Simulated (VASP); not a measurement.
Here is a VASP 6.6.1 calculation.

File INCAR:

```
PREC = Accurate
ENCUT = 600
EDIFF = 1E-6
ISMEAR = 1
SIGMA = 0.1
LREAL = F
LASPH = T
NELM = 80
ALGO = Normal
ISIF = 3
LWAVE = F
LCHARG = F
IBRION = 2
NSW = 90
EDIFFG = -0.01
KPAR = 2
```

KPOINTS

```
Automatic mesh
0
Gamma
  16 16 16
```

Contents of POSCAR:

```
TaAs
1.0
   -1.7218133622      1.7218133622      5.8679415361
    1.7218133622     -1.7218133622      5.8679415361
    1.7218133622      1.7218133622     -5.8679415361
Ta As
2 2
Direct
    0.4999673000      0.9999673000      0.5000000000
    0.7499673000      0.7499673000      0.0000000000
    0.0826321200      0.5826321200      0.5000000000
    0.3326321200      0.3326321200      0.0000000000
```

Potentials or basis: VASP PAW LDA potentials, release 64 (Ta_pv, As).

Launch:

```console
$ cat potpaw_LDA.64/Ta_pv/POTCAR potpaw_LDA.64/As/POTCAR > POTCAR
$ mpirun -np 2 vasp_std > vasp.out
```

(1) What does it give for the space group after relaxing (to 0.05 Å)?

(2) Estimate the relaxed cell.

(3) Estimate the band gap on the k mesh.

## Answers

(1) I4_1md (No. 109).

(2) a = 6.250 Å, b = 6.250 Å, c = 6.250 Å, α = 148.32°, β = 148.32°, γ = 45.41°.

(3) none (metal or under the smearing width).
